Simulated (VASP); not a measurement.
## Results of a VASP single-point calculation on GaP (CsCl)

POSCAR

```
Ga P
 1.0000000000000000
     3.1864348745051778    0.0000000000000000    0.0000000000000000
    -0.0000000000000000    3.1864348745051778    0.0000000000000000
     0.0000000000000000    0.0000000000000000    3.1864348745051778
 Ga  P
   1   1
Cartesian
  0.0000000000000000  0.0000000000000000  0.0000000000000000
  1.5932174372525889  1.5932174372525889  1.5932174372525889
```

```
gap between bands v and c : -3.84 eV (bands overlap: a metal)
least direct gap          : 0.00 eV
```

Band v is the last that the valence electrons fill when counted band by band, and c is the next. Levels in eV from the top of v:

| point | v−1 | v | c | c+1 |
| --- | --- | --- | --- | --- |
| Γ | -2.11 | -2.11 | -2.11 | -2.11 |
| X | -0.08 | -0.08 | 2.25 | 2.25 |
| M | -6.12 | -6.12 | 0.77 | 0.77 |
| R | -4.24 | -4.24 | -2.79 | -2.79 |

Question: Which of these levels of theory gave these results?
A. r²SCAN
B. LDA
C. PBE0
D. HSE06
E. PBEsol
F. PBE
G. PBE with spin–orbit coupling

Answer: G.

The INCAR was:

```
ISIF = 2
ENCUT = 520
GGA = PE
ISMEAR = -1
GGA_COMPAT = .FALSE.
LCHARG = .FALSE.
NELM = 120
IBRION = -1
LWAVE = .FALSE.
EDIFF = 1E-7
LASPH = .TRUE.
PREC = Accurate
NBANDS = 29
SIGMA = 0.02
NSW = 0
LREAL = .FALSE.
LSORBIT = .TRUE.
MAGMOM = 0.0 0.0 0.0 0.0 0.0 0.0
```
